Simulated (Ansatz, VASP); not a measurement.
# One calculation of C, two programs

Contents of INCAR:

```
SYSTEM = C
ALGO = Normal
EDIFF = 1E-6
ENCUT = 520
GGA = PE
ISIF = 2
ISMEAR = 0
LASPH = .True.
LCHARG = .False.
LREAL = .False.
LWAVE = .False.
NBANDS = 11
NELM = 100
PREC = Accurate
SIGMA = 0.02
```

The input KPOINTS:

```
k-points
0
Gamma
  12 12 12
  0 0 0
```

File POSCAR:

```
C
1.0
    0.0000000000      1.8184616440      1.8184616440
    1.8184616440      0.0000000000      1.8184616440
    1.8184616440      1.8184616440      0.0000000000
C
2
Direct
    0.5000000000      0.5000000000      0.5000000000
    0.7500000000      0.7500000000      0.7500000000
```

Input for Ansatz:

```yaml
crystal:
  lattice:
    - [0.0, 1.818461644, 1.818461644]
    - [1.818461644, 0.0, 1.818461644]
    - [1.818461644, 1.818461644, 0.0]
  atoms:
    - { symbol: C, position: [0.5, 0.5, 0.5] }
    - { symbol: C, position: [0.75, 0.75, 0.75] }
basis:
  ecutwfc: 420
kpoints:
  mp_grid: { grid: [12, 12, 12] }
hamiltonian:
  xc: pbe
scf:
  occupations: { method: gaussian, width: 0.02 }
output:
  forces: true
  stress: true
  eigenvalues: true
```

Alike in both runs: task single point; functional PBE; k mesh 12 × 12 × 12; occupations gaussian, width 0.02 eV; no spin polarisation.

```csv
,VASP,Ansatz
version,VASP 6.6.1,Ansatz 0.2.0
potentials or method,"VASP PAW PBE potentials, release 64 (C)","scalar-relativistic, plane waves, PAW"
plane-wave cutoff (eV),520,420
valence electrons in the cell,8,8
```

VASP gave:

| Property | Result |
| --- | --- |
| gap on the k mesh at the Fermi level (eV) | 4.02 |
| least direct gap on the mesh (eV) | 5.43 |
| pressure (GPa) | -20.8 |

Task: What did Ansatz give for the same quantities?

Result: gap on the k mesh at the Fermi level (eV): 4.03; least direct gap on the mesh (eV): 5.44; pressure (GPa): -21.3.

The functional is the same, so the differences come from potentials, cutoffs and numerics.

Caveats: so large a pressure means that the cell lies far from this level's equilibrium, or that cutoff or potentials fall short (VASP).
